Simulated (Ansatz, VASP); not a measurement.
KF in VASP and in Ansatz

```xyz
2
Lattice="-1.1228 2.2456 2.2456 2.2456 -1.1228 2.2456 2.2456 2.2456 -1.1228" Properties=species:S:1:pos:R:3 pbc="T T T"
K     0.0000    0.0000    0.0000
F     1.6842    1.6842    1.6842
```

Alike in both runs: task single point; functional r2SCAN; k mesh 8 × 8 × 8; occupations gaussian, width 0.05 eV; no spin polarisation.

|  | VASP | Ansatz |
| --- | --- | --- |
| version | VASP 6.6.1 | Ansatz 0.2.0 |
| potentials or method | VASP PAW PBE potentials, release 64 (K_sv, F) | scalar-relativistic, plane waves, PAW |
| plane-wave cutoff (eV) | 520 | 500 |
| valence electrons in the cell | 16 | 16 |

```csv
,VASP,Ansatz,Ansatz less VASP
gap on the k mesh at the Fermi level (eV),6.48,6.48,0.000
least direct gap on the mesh (eV),6.54,6.54,-0.002
pressure (GPa),-4.9,-4.8,+0.12
```

Caveats: the PAW data sets were made with another functional, which shifts forces and pressure a little (VASP). A k mesh can miss the band edges. r2SCAN opens gaps a little over a GGA but as a rule still falls short of measured ones.
